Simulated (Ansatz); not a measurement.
LiF in the CsCl-type structure was relaxed with 5 functionals in the PAW code Ansatz, cell and atoms free, the symmetry of the start kept (meshes: PBE 12×12×12, r2SCAN 10×10×10, PBEsol 10×10×10, LDA 10×10×10, HSE06 6×6×6). No spin polarisation and no zero-point or thermal motion; the cell was built from a prototype and may be hypothetical.

The PBEsol result:
Space group Pm-3m (No. 221). a = 2.523 Å, b = 2.523 Å, c = 2.523 Å, α = 90.00°, β = 90.00°, γ = 90.00°

| atom | site | symmetry | x | y | z |
| --- | --- | --- | --- | --- | --- |
| Li | 1a | m-3m | 0.0000 | 0.0000 | 0.0000 |
| F | 1b | m-3m | 0.5000 | 0.5000 | 0.5000 |

It is cubic, Pm-3m (No. 221); a = 2.523 Å in the conventional setting, 8.03 Å³ an atom. Li has 8 F at 2.19 Å; F has 8 Li at 2.19 Å.

**Question.** What lattice does PBE give?

**Answer.** a = 2.560 Å; the volume differs by +4.4 % from PBEsol's. Around Li lie 8 F at 2.22 Å; around F lie 8 Li at 2.22 Å.

**Question.** How does the cell change with LDA?

**Answer.** a = 2.466 Å; the volume differs by -6.7 % from PBEsol's. Li is surrounded by 8 F at 2.14 Å; F is surrounded by 8 Li at 2.14 Å.

**Question.** Held at the r2SCAN cell, what mean stress do LDA and PBE find, and does its sign point to their own minimum?

**Answer.** Yes. LDA -4.65 GPa, and its relaxed volume is -5.9 % from r2SCAN's; PBE +3.91 GPa, and its relaxed volume is +5.3 % from r2SCAN's. Compression counts positive, so a positive stress asks for a larger cell.
